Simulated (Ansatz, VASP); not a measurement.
MgSe: VASP beside Ansatz

```xyz
2
Lattice="0.0000 2.7363 2.7363 2.7363 0.0000 2.7363 2.7363 2.7363 0.0000" Properties=species:S:1:pos:R:3 pbc="T T T"
Mg    0.0000    0.0000    0.0000
Se    2.7363    2.7363    2.7363
```

The cell was built by a generator and needn't be a form met in nature.

Alike in both runs: task single point; functional r2SCAN; k mesh 6 × 6 × 6; no spin polarisation.

```csv
,VASP,Ansatz
version,VASP 6.6.1,Ansatz 0.2.0
potentials or method,"VASP PAW PBE potentials, release 64 (Mg, Se)","plane waves, PAW"
plane-wave cutoff (eV),520,500
occupations,"gaussian, width 0.01 eV",fixed
valence electrons in the cell,8,26
```

```csv
,VASP,Ansatz,Ansatz less VASP
gap on the k mesh at the Fermi level (eV),2.44,2.48,+0.037
pressure (GPa),-0.3,0.0,+0.29
```

The two sets of potentials don't hold the same shells in valence.

Caveats: the PAW data sets were made with another functional, which shifts forces and pressure a little (VASP). r2SCAN opens gaps a little over a GGA but as a rule still falls short of measured ones. A k mesh can miss the band edges.
